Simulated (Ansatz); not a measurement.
The cell is AgCl built on the rocksalt prototype; cell and atoms were relaxed with r2SCAN. It is cubic, Fm-3m (No. 225); a = 5.546 Å in the conventional setting, 21.33 Å³ an atom. Ag has 6 Cl at 2.77 Å; Cl has 6 Ag at 2.77 Å.

The questions ask for values computed with Ansatz 0.2.0 on this geometry. Non-magnetic throughout; all numbers are computed.

Q: What gap does r2SCAN give, and where are the band edges?

A: The r2SCAN gap is indirect, 1.48 eV (L to Γ), below the direct gap of 3.59 eV at K–Γ (0.90 of the way from K).

Q: Estimate the gap with PBE on 8×8×8.

A: The PBE gap is indirect, 0.91 eV (L to Γ), below the direct gap of 3.01 eV at K–Γ (0.90 of the way from K). The gap differs by -0.57 eV from r2SCAN's.

Q: How does the gap change from r2SCAN to PBE+SOC (8×8×8)?

A: The PBE+SOC gap is indirect, 0.87 eV (L to Γ), below the direct gap of 2.96 eV at K–Γ (0.90 of the way from K). Spin-orbit coupling itself accounts for -0.042 eV. The gap differs by -0.61 eV from r2SCAN's.

Q: What does HSE06 give for the gap (6×6×6 mesh)?

A: With HSE06 the valence top lies at L and the conduction bottom at Γ, 2.41 eV higher; the smallest vertical gap, at K–Γ (0.90 of the way from K), is 4.54 eV. The gap differs by +0.93 eV from r2SCAN's.

Q: How does the gap change from r2SCAN to PBE0 (6×6×6)?

A: PBE0 gives an indirect gap of 3.11 eV, from L to Γ; the least direct gap is 5.25 eV at K–Γ (0.90 of the way from K). The gap differs by +1.63 eV from r2SCAN's.

Q: Roughly how does the cost of the HSE06 run (6×6×6) compare with r2SCAN's (8×8×8)?

A: About 30 times as much (2.3 core-minutes against 4 core-seconds, on 2 threads of AMD EPYC 7R43 64-Core Processor (Zen 3) (shared host)).

Q: What do these levels agree on?

A: r2SCAN covers 38 % of the step from PBE to HSE06. Spin-orbit coupling moves the least or the direct gap by up to 0.05 eV, so it can be left out where a tenth of an eV counts. All these functionals give a gap of the same kind, indirect.

Only the levels marked +SOC include spin-orbit coupling.

The meshes of the hybrids are coarse, so their gaps aren't converged to the digits shown.
